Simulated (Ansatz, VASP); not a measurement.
## Two plane-wave programs on BaS

File INCAR:

```
SYSTEM = BaS
  PREC = Accurate
  ENCUT = 520
  EDIFF = 1E-7
  ISMEAR = 0
  SIGMA = 0.05
  LREAL = .FALSE.
  LASPH = .TRUE.
  NELM = 60
  ALGO = Normal
  ISIF = 2
  LWAVE = .FALSE.
  LCHARG = .FALSE.
  GGA = PS
  NBANDS = 15
```

Contents of KPOINTS:

```
Automatic mesh
0
G
  8 8 8
  0 0 0
```

The input POSCAR:

```
BaS
1.0
    0.0000000000      3.1663007200      3.1663007200
    3.1663007200      0.0000000000      3.1663007200
    3.1663007200      3.1663007200      0.0000000000
Ba S
1 1
Direct
   -0.0027915336      0.0027915336      0.0000000000
    0.5000000000      0.5000000000      0.5000000000
```

Input for Ansatz:

```yaml
crystal:
  lattice:
    - [0.0, 3.16630072, 3.16630072]
    - [3.16630072, 0.0, 3.16630072]
    - [3.16630072, 3.16630072, 0.0]
  atoms:
    - { symbol: Ba, position: [-0.0027915336, 0.0027915336, 0.0] }
    - { symbol: S, position: [0.5, 0.5, 0.5] }
basis:
  ecutwfc: 420
kpoints:
  mp_grid: { grid: [8, 8, 8] }
hamiltonian:
  xc: pbesol
scf:
  occupations: { method: gaussian, width: 0.05 }
output:
  forces: true
  stress: true
  eigenvalues: true
```

Change from the starting cell: all Ba atoms moved +0.013 Å, as atom 1 along Cartesian [1 -1 0].

Alike in both runs: task single point; functional PBEsol; k mesh 8 × 8 × 8; occupations gaussian, width 0.05 eV; no spin polarisation.

|  | VASP | Ansatz |
| --- | --- | --- |
| version | VASP 6.6.1 | Ansatz 0.2.0 |
| potentials or method | VASP PAW PBE potentials, release 64 (Ba_sv, S) | scalar-relativistic, plane waves, PAW |
| plane-wave cutoff (eV) | 520 | 420 |
| valence electrons in the cell | 16 | 16 |

|  | VASP | Ansatz | Ansatz less VASP |
| --- | --- | --- | --- |
| gap on the k mesh at the Fermi level (eV) | 1.93 | 2.04 | +0.104 |
| least direct gap on the mesh (eV) | 2.06 | 2.13 | +0.070 |
| pressure (GPa) | 0.7 | 0.0 | -0.68 |
| rms of the force components (eV/Å) | 0.016 | 0.014 | -0.0015 |

Atom by atom the forces differ by 0.001 eV/Å (rms over components). With one functional, cell and mesh, what is left measures potentials, basis and numerics.

Caveats: the PAW data sets were made with another functional, which shifts forces and pressure a little (VASP); spin-orbit coupling is left out, which moves the levels of the heavy elements. A k mesh can miss the band edges.
